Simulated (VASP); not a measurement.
# MoS2 (Fm-3m) in VASP: notebook

The runs below take MoS2 through single point, with PBE+U.

Everything below comes from runs of VASP 6.6.1. Logs are shortened: lines on timing, memory, paths and dates and some standing lists are left out, and cuts for length are marked.

### Step 1. Starting point

Symmetry: Fm-3m, No. 225, cubic system. The conventional cell has a = 5.992 Å, b = 5.992 Å, c = 5.992 Å, α = 90.00°, β = 90.00°, γ = 90.00°. Around Mo (site symmetry m-3m) lie 8 S at 2.59 Å. S (site symmetry -43m) has 4 Mo at 2.59 Å as nearest neighbours.

Measurements of this composition are mostly on another form, of space group No. 194.

### Step 2. Single point, PBE+U, collinear spin, ferromagnetic start

Contents of INCAR:

```
SYSTEM = MoS2
ALGO = Normal
EDIFF = 1E-6
ENCUT = 520
GGA = PE
ISIF = 2
ISMEAR = 0
ISPIN = 2
LASPH = .TRUE.
LCHARG = .FALSE.
LDAU = .TRUE.
LDAUJ = 0 0
LDAUL = 2 -1
LDAUPRINT = 1
LDAUTYPE = 2
LDAUU = 2 0
LMAXMIX = 4
LORBIT = 11
LREAL = .FALSE.
LWAVE = .FALSE.
MAGMOM = 1 0 0
NBANDS = 24
NELM = 100
NUPDOWN = 3
PREC = Accurate
SIGMA = 0.05
```

Contents of KPOINTS:

```
k-points
0
G
  6 6 6
  0 0 0
```

Contents of POSCAR:

```
MoS2
1.0
    0.0000000000      2.9959514200      2.9959514200
    2.9959514200      0.0000000000      2.9959514200
    2.9959514200      2.9959514200      0.0000000000
Mo S
1 2
Direct
    0.0000000000      0.0000000000      0.0000000000
    0.2500000000      0.2500000000      0.2500000000
    0.7500000000      0.7500000000      0.7500000000
```

Potentials or basis: VASP PAW PBE potentials, release 64 (Mo_sv, S).

Command:

```bash
> cat potpaw_PBE.64/Mo_sv/POTCAR potpaw_PBE.64/S/POTCAR > POTCAR
> mpirun -np 1 vasp_std > vasp.out
```

OUTCAR:

```text
SYSTEM = MoS2
   EDIFF = 1E-6
   ENCUT = 520
   GGA = PE
   ISIF = 2
   ISMEAR = 0
   ISPIN = 2
   LASPH = .TRUE.
   LORBIT = 11
   LREAL = .FALSE.
   NELM = 100
   NUPDOWN = 3
   PREC = Accurate

 ion  position               nearest neighbor table
   1  0.000  0.000  0.000-   3 2.59   3 2.59   3 2.59   2 2.59   2 2.59   2 2.59   3 2.59   2 2.59

   2  0.250  0.250  0.250-   1 2.59   1 2.59   1 2.59   1 2.59
   3  0.750  0.750  0.750-   1 2.59   1 2.59   1 2.59   1 2.59

  LATTYP: Found a face centered cubic cell.
 ALAT       =     5.9919028400

  Lattice vectors:

 A1 = (   0.0000000000,   2.9959514200,   2.9959514200)
 A2 = (   2.9959514200,   0.0000000000,   2.9959514200)
 A3 = (   2.9959514200,   2.9959514200,   0.0000000000)

Analysis of symmetry for initial positions (statically):
=====================================================================
 Subroutine PRICEL returns:
 Original cell was already a primitive cell.

 Routine SETGRP: Setting up the symmetry group for a
 face centered cubic supercell.

 Subroutine GETGRP returns: Found 48 space group operations
 (whereof 48 operations were pure point group operations)
 out of a pool of 48 trial point group operations.

The static configuration has the point symmetry O_h .

Analysis of symmetry for dynamics (positions and initial velocities):
=====================================================================
 Subroutine PRICEL returns:
 Original cell was already a primitive cell.

 Routine SETGRP: Setting up the symmetry group for a
 face centered cubic supercell.

 Subroutine GETGRP returns: Found 48 space group operations
 (whereof 48 operations were pure point group operations)
 out of a pool of 48 trial point group operations.

The dynamic configuration has the point symmetry O_h .

Analysis of structural, dynamic, and magnetic symmetry:
=====================================================================
 Subroutine PRICEL returns:
 Original cell was already a primitive cell.

 Routine SETGRP: Setting up the symmetry group for a
 face centered cubic supercell.

 Subroutine GETGRP returns: Found 48 space group operations
 (whereof 48 operations were pure point group operations)
[... 165 lines left out ...]
  o =  0.4893  v =  0.0000 -0.1314  0.0000 -0.9913  0.0000  0.0000  0.0000  0.0000  0.0000  0.0000      0.0000  0.0000  0.0000  0.0000  0.0000  0.0000  0.0000  0.0000  0.0000  0.0000
  o =  0.4893  v =  1.0000  0.0000  0.0000  0.0000  0.0000  0.0000  0.0000  0.0000  0.0000  0.0000      0.0000  0.0000  0.0000  0.0000  0.0000  0.0000  0.0000  0.0000  0.0000  0.0000
  o =  0.7913  v =  0.0000 -0.0000 -0.9934 -0.0000  0.1149  0.0000  0.0000  0.0000  0.0000  0.0000      0.0000  0.0000  0.0000  0.0000  0.0000  0.0000  0.0000  0.0000  0.0000  0.0000
  o =  0.7913  v =  0.0000 -0.0000 -0.1149 -0.0000 -0.9934  0.0000  0.0000  0.0000  0.0000  0.0000      0.0000  0.0000  0.0000  0.0000  0.0000  0.0000  0.0000  0.0000  0.0000  0.0000

 number of electron      26.0000002 magnetization       2.9998175

 Free energy of the ion-electron system (eV)
  ---------------------------------------------------
  ext. energy  EPLUGINS =         0.00000000
  ---------------------------------------------------
  free energy    TOTEN  =       -17.28415987 eV

  energy without entropy =      -17.28210285  energy(sigma->0) =      -17.28313136

 E-fermi :   6.6805     XC(G=0): -10.8701

 val. band max:        8.8645701662   @ k =  -0.3333   0.3333   0.1667
 cond. band min:       6.9981911554   @ k =  -0.1667   0.1667   0.0000
 fundamental gap:     -1.8663790108
 Fermi energy:         8.9052411631

 spin component 1

 k-point     1 :       0.0000    0.0000    0.0000
  band No.  band energies     occupation
      1     -54.1744      1.00000
      2     -28.3304      1.00000
      3     -28.3304      1.00000
      4     -28.3304      1.00000
      5      -7.4054      1.00000
      6      -3.2634      1.00000
[... 421 lines left out ...]
     23      19.1456      0.00000
     24      20.9020      0.00000
 Fermi energy:         6.6804751472

 spin component 2

 k-point     1 :       0.0000    0.0000    0.0000
  band No.  band energies     occupation
      1     -52.6424      1.00000
      2     -26.6319      1.00000
      3     -26.6319      1.00000
      4     -26.6319      1.00000
      5      -7.1605      1.00000
      6      -3.1007      1.00000
[... 421 lines left out ...]
     23      19.5771      0.00000
     24      21.5058      0.00000

------------------------ aborting loop because EDIFF is reached ----------------------------------------

  FORCE on cell =-STRESS in cart. coord.  units (eV):
  Direction    XX          YY          ZZ          XY          YZ          ZX
  --------------------------------------------------------------------------------------
  -------------------------------------------------------------------------------------
  Total        1.7273289      1.7273289      1.7273289     -0.0000000      0.0000000     -0.0000000
  in kB       51.4578123     51.4578123     51.4578123     -0.0000000      0.0000000     -0.0000000
  external PRESSURE =      51.4578123 kB  Pullay stress =       0.0000000 kB

 VOLUME and BASIS-vectors are now :
 -----------------------------------------------------------------------------
  energy-cutoff  :      520.00
  volume of cell :       53.78
      direct lattice vectors                 reciprocal lattice vectors
     0.000000000  2.995951420  2.995951420    -0.166891892  0.166891892  0.166891892
     2.995951420  0.000000000  2.995951420     0.166891892 -0.166891892  0.166891892
     2.995951420  2.995951420  0.000000000     0.166891892  0.166891892 -0.166891892

 POSITION                                       TOTAL-FORCE (eV/Angst)
 -----------------------------------------------------------------------------------
      0.00000      0.00000      0.00000        -0.000000      0.000000      0.000000
      1.49798      1.49798      1.49798        -0.000000     -0.000000      0.000000
      4.49393      4.49393      4.49393         0.000000     -0.000000     -0.000000
 -----------------------------------------------------------------------------------
    total drift:                                0.000000     -0.000000      0.000000

  FREE ENERGIE OF THE ION-ELECTRON SYSTEM (eV)
  ---------------------------------------------------
  free  energy   TOTEN  =       -17.2841598685 eV

  energy  without entropy=      -17.2821028547  energy(sigma->0) =      -17.28313136

 total charge

# of ion       s       p       d       tot
------------------------------------------
    1        2.242   6.141   3.773  12.156
    2        1.375   2.311   0.000   3.686
    3        1.375   2.311   0.000   3.686
--------------------------------------------------
tot          4.991  10.763   3.773  19.528

 magnetization (x)

# of ion       s       p       d       tot
------------------------------------------
    1        0.040   0.040   2.270   2.349
    2        0.023   0.063   0.000   0.086
    3        0.023   0.063   0.000   0.086
--------------------------------------------------
tot          0.086   0.166   2.270   2.521
```

stdout:

```text
POSCAR found type information on POSCAR MoS
 POSCAR found :  2 types and       3 ions
 scaLAPACK will be used
 LDA part: xc-table for (Slater+PW92), standard interpolation
 POSCAR, INCAR and KPOINTS ok, starting setup
 FFT: planning ... GRIDC
 FFT: planning ... GRID_SOFT
 FFT: planning ... GRID
 WAVECAR not read
 entering main loop
```

It took 18 s on 1 thread of Intel Xeon 6975P-C (Granite Rapids), shared host; peak memory 0.21 GiB.

What came out:

| Property | Result |
| --- | --- |
| Free energy | -17.2842 eV |
| Pressure | 5.1 GPa |
| Net moment | 3.00 μB per cell |
| Site moments | Mo +2.35; S +0.09 μB |
| Valence electrons inside the program's atomic spheres | Mo 12.16; S 3.69 |

Eigenvalues of the final occupation matrices:
| site | spin | trace | eigenvalues |
| --- | --- | --- | --- |
| site 1 d | 1 | 3.05 | 0.49 0.49 0.49 0.79 0.79 |
| site 1 d | 2 | 0.77 | 0.04 0.04 0.23 0.23 0.23 |

Caveat: the moment is held away from its start; the total moment is fixed, so each spin has its own Fermi level. The state reached can hang on the start; a lower one may exist.

### Step 3. Single point, PBE+U, non-collinear spin, random start

Contents of INCAR:

```
SYSTEM = MoS2
PREC     = Accurate       ! precision mode
ENCUT    = 520            ! plane-wave cutoff, eV
EDIFF    = 1E-6           ! SCF threshold, eV
ISMEAR   = 0              ! smearing method
SIGMA    = 0.05           ! smearing width, eV
LREAL    = .False.        ! projectors in reciprocal space
LASPH    = .True.         ! aspherical terms in the spheres
NELM     = 80             ! most SCF steps
ALGO     = Fast           ! electronic algorithm
ISIF     = 2              ! what is computed and relaxed
LWAVE    = .False.        ! write WAVECAR
LCHARG   = .False.        ! write CHGCAR
LNONCOLLINEAR= .True.         ! non-collinear magnetism
MAGMOM   = -0.298 0.398 0.151 0 0 0 0 0 0 ! initial moments
LORBIT   = 11             ! projections on sites
LMAXMIX  = 4              ! l up to which the mixer works
LDAU     = .True.         ! DFT+U
LDAUTYPE = 2            
LDAUL    = 2 -1           ! shell
LDAUU    = 2 0            ! U, eV
LDAUJ    = 0 0          
LDAUPRINT= 1            
GGA      = PE             ! functional
```

Contents of KPOINTS:

```
Automatic mesh
0
Gamma
  6 6 6
  0 0 0
```

POSCAR is that of step 2.

Potentials or basis: VASP PAW PBE potentials, release 64 (Mo_sv, S).

Command:

```bash
> cat potpaw_PBE.64/Mo_sv/POTCAR potpaw_PBE.64/S/POTCAR > POTCAR
> mpirun -np 1 vasp_ncl > vasp.out
```

OUTCAR:

```text
SYSTEM = MoS2
   PREC = Accurate
   ENCUT = 520
   EDIFF = 1E-6
   ISMEAR = 0
   LREAL = .False.
   LASPH = .True.
   NELM = 80
   ISIF = 2
   LNONCOLLINEAR = .True.
   LORBIT = 11
   GGA = PE

 ion  position               nearest neighbor table
   1  0.000  0.000  0.000-   3 2.59   3 2.59   3 2.59   2 2.59   2 2.59   2 2.59   3 2.59   2 2.59

   2  0.250  0.250  0.250-   1 2.59   1 2.59   1 2.59   1 2.59
   3  0.750  0.750  0.750-   1 2.59   1 2.59   1 2.59   1 2.59

  LATTYP: Found a face centered cubic cell.
 ALAT       =     5.9919028400

  Lattice vectors:

 A1 = (   0.0000000000,   2.9959514200,   2.9959514200)
 A2 = (   2.9959514200,   0.0000000000,   2.9959514200)
 A3 = (   2.9959514200,   2.9959514200,   0.0000000000)

Analysis of symmetry for initial positions (statically):
=====================================================================
 Subroutine PRICEL returns:
 Original cell was already a primitive cell.

 Routine SETGRP: Setting up the symmetry group for a
 face centered cubic supercell.

 Subroutine GETGRP returns: Found 48 space group operations
 (whereof 48 operations were pure point group operations)
 out of a pool of 48 trial point group operations.

The static configuration has the point symmetry O_h .

Analysis of symmetry for dynamics (positions and initial velocities):
=====================================================================
 Subroutine PRICEL returns:
 Original cell was already a primitive cell.

 Routine SETGRP: Setting up the symmetry group for a
 face centered cubic supercell.

 Subroutine GETGRP returns: Found 48 space group operations
 (whereof 48 operations were pure point group operations)
 out of a pool of 48 trial point group operations.

The dynamic configuration has the point symmetry O_h .

Analysis of structural, dynamic, and magnetic symmetry:
=====================================================================
 Subroutine PRICEL returns:
 Original cell was already a primitive cell.

 Routine SETGRP: Setting up the symmetry group for a
 face centered cubic supercell.

 Subroutine GETGRP returns: Found  2 space group operations
 (whereof  2 operations were pure point group operations)
 out of a pool of 48 trial point group operations.

The overall configuration has the point symmetry S_2 .

 Subroutine INISYM returns: Found  2 space group operations
 (whereof  2 operations are pure point group operations),
 and found     1 'primitive' translations

----------------------------------------------------------------------------------------

                                     Primitive cell

  volume of cell :      53.7817

  direct lattice vectors                    reciprocal lattice vectors
[... 168 lines left out ...]

  o =  0.0597  v = -0.0000  0.0000 -0.4058 -0.0000  0.4227 -0.0000  0.0000 -0.2492  0.0000  0.2578      0.0000 -0.0000  0.0732 -0.0000 -0.0778  0.0000 -0.0000  0.4972 -0.0000 -0.5192
  o =  0.0597  v =  0.0000  0.0000  0.4296 -0.0000  0.4122  0.0000 -0.0000  0.3616 -0.0000  0.3453      0.0000  0.0000  0.0132  0.0000  0.0111 -0.0000  0.0000 -0.4530  0.0000 -0.4359
  o =  0.2761  v = -0.2481 -0.5243 -0.0000 -0.1349  0.0000 -0.2006 -0.4328 -0.0000 -0.1140  0.0000      0.0000 -0.0082 -0.0000 -0.0045 -0.0000  0.2677  0.5593  0.0000  0.1420 -0.0000
  o =  0.2762  v = -0.4024  0.0791  0.0000  0.4319 -0.0000 -0.3254  0.0687  0.0000  0.3517 -0.0000      0.0000  0.0043 -0.0000  0.0022 -0.0000  0.4343 -0.0819 -0.0000 -0.4644  0.0000
  o =  0.2762  v =  0.3623 -0.2711 -0.0000  0.3872  0.0000  0.2930 -0.2200 -0.0000  0.3125  0.0000      0.0000 -0.0008  0.0000 -0.0006  0.0000 -0.3911  0.2920  0.0000 -0.4185 -0.0000
  o =  0.3937  v = -0.6031  0.4084  0.0000 -0.3387 -0.0000  0.2681 -0.1816 -0.0000  0.1502 -0.0000      0.0000  0.0001 -0.0000  0.0006  0.0000 -0.3579  0.2423 -0.0000 -0.2013  0.0000
  o =  0.3938  v = -0.3738  0.0368 -0.0000  0.7100  0.0000  0.1662 -0.0158  0.0000 -0.3142 -0.0000      0.0000 -0.0010  0.0000 -0.0025 -0.0000 -0.2218  0.0223 -0.0000  0.4224  0.0000
  o =  0.3938  v = -0.3765 -0.6907  0.0000 -0.1624  0.0000  0.1674  0.3066  0.0000  0.0713  0.0000      0.0000  0.0008 -0.0000  0.0015  0.0000 -0.2234 -0.4102 -0.0000 -0.0970  0.0000
  o =  0.7973  v =  0.0000 -0.0000 -0.6902 -0.0000  0.3953  0.0000  0.0000  0.2516  0.0000 -0.1384      0.0000  0.0000  0.0932  0.0000 -0.0629  0.0000 -0.0000 -0.4510 -0.0000  0.2625
  o =  0.7973  v = -0.0000  0.0000 -0.3906  0.0000 -0.6760  0.0000 -0.0000  0.1219 -0.0000  0.2010      0.0000 -0.0000  0.0872 -0.0000  0.1677 -0.0000  0.0000 -0.2705  0.0000 -0.4756

 number of electron      26.0000002 magnetization      -1.1138053      1.4865747      0.5640654

 Free energy of the ion-electron system (eV)
  ---------------------------------------------------
  ext. energy  EPLUGINS =         0.00000000
  ---------------------------------------------------
  free energy    TOTEN  =       -17.97471758 eV

  energy without entropy =      -17.97280954  energy(sigma->0) =      -17.97376356

 E-fermi :   8.3706     XC(G=0): -10.8701

 val. band max:        8.3499407470   @ k =   0.5000   0.1667  -0.3333
 cond. band min:       8.4105417055   @ k =   0.0000   0.1667   0.1667
 fundamental gap:      0.0606009585
 Fermi energy:         8.3705781208

 k-point     1 :       0.0000    0.0000    0.0000
  band No.  band energies     occupation
      1     -54.5091      1.00000
      2     -53.2870      1.00000
      3     -28.6134      1.00000
      4     -28.6134      1.00000
      5     -28.6134      1.00000
      6     -27.2585      1.00000
[... 877 lines left out ...]
     33      10.9458      0.00000
     34      11.4957      0.00000

 [... further k-points ...]

------------------------ aborting loop because EDIFF is reached ----------------------------------------

  FORCE on cell =-STRESS in cart. coord.  units (eV):
  Direction    XX          YY          ZZ          XY          YZ          ZX
  --------------------------------------------------------------------------------------
  -------------------------------------------------------------------------------------
  Total        0.1912262      0.1907328      0.1908444      0.0000723     -0.0000329     -0.0000155
  in kB        5.6967036      5.6820066      5.6853305      0.0021539     -0.0009811     -0.0004622
  external PRESSURE =       5.6880135 kB  Pullay stress =       0.0000000 kB

 VOLUME and BASIS-vectors are now :
 -----------------------------------------------------------------------------
  energy-cutoff  :      520.00
  volume of cell :       53.78
      direct lattice vectors                 reciprocal lattice vectors
     0.000000000  2.995951420  2.995951420    -0.166891892  0.166891892  0.166891892
     2.995951420  0.000000000  2.995951420     0.166891892 -0.166891892  0.166891892
     2.995951420  2.995951420  0.000000000     0.166891892  0.166891892 -0.166891892

 POSITION                                       TOTAL-FORCE (eV/Angst)
 -----------------------------------------------------------------------------------
      0.00000      0.00000      0.00000         0.000000      0.000000      0.000000
      1.49798      1.49798      1.49798        -0.000086     -0.000003      0.000099
      4.49393      4.49393      4.49393         0.000086      0.000003     -0.000099
 -----------------------------------------------------------------------------------
    total drift:                                0.000000     -0.000000     -0.000000

  FREE ENERGIE OF THE ION-ELECTRON SYSTEM (eV)
  ---------------------------------------------------
  free  energy   TOTEN  =       -17.9747175783 eV

  energy  without entropy=      -17.9728095387  energy(sigma->0) =      -17.97376356

 total charge

# of ion       s       p       d       tot
------------------------------------------
    1        2.250   6.147   3.682  12.079
    2        1.355   2.349   0.000   3.705
    3        1.355   2.349   0.000   3.705
--------------------------------------------------
tot          4.961  10.845   3.682  19.488

 magnetization (x)

# of ion       s       p       d       tot
------------------------------------------
    1       -0.021  -0.019  -1.042  -1.082
    2        0.003   0.051   0.000   0.054
    3        0.003   0.051   0.000   0.054
--------------------------------------------------
tot         -0.016   0.083  -1.042  -0.975

 magnetization (y)

# of ion       s       p       d       tot
------------------------------------------
    1        0.028   0.025   1.390   1.444
    2       -0.004  -0.068   0.000  -0.072
    3       -0.004  -0.068   0.000  -0.072
--------------------------------------------------
tot          0.021  -0.110   1.390   1.301

 magnetization (z)

# of ion       s       p       d       tot
------------------------------------------
    1        0.011   0.010   0.527   0.548
    2       -0.001  -0.026   0.000  -0.027
    3       -0.001  -0.026   0.000  -0.027
--------------------------------------------------
tot          0.008  -0.042   0.527   0.494
```

It took 10 min on 1 thread of Intel Xeon 6975P-C (Granite Rapids), shared host; peak memory 0.51 GiB.

What came out:

```yaml
Free_energy: -17.9747 eV
Pressure: 0.6 GPa
Band_gap_on_the_k_mesh: none (metal or under the smearing width)
Net_moment: 1.94 μB per cell
Valence_electrons_inside_the_program's_atomic_spheres: Mo 12.08; S 3.71
```

Moments on the atoms (μB; x, y, z):
```
Mo  -1.08  1.44  0.55
S    0.05 -0.07 -0.03
S    0.05 -0.07 -0.03
```

The state reached can hang on the start; a lower one may exist.
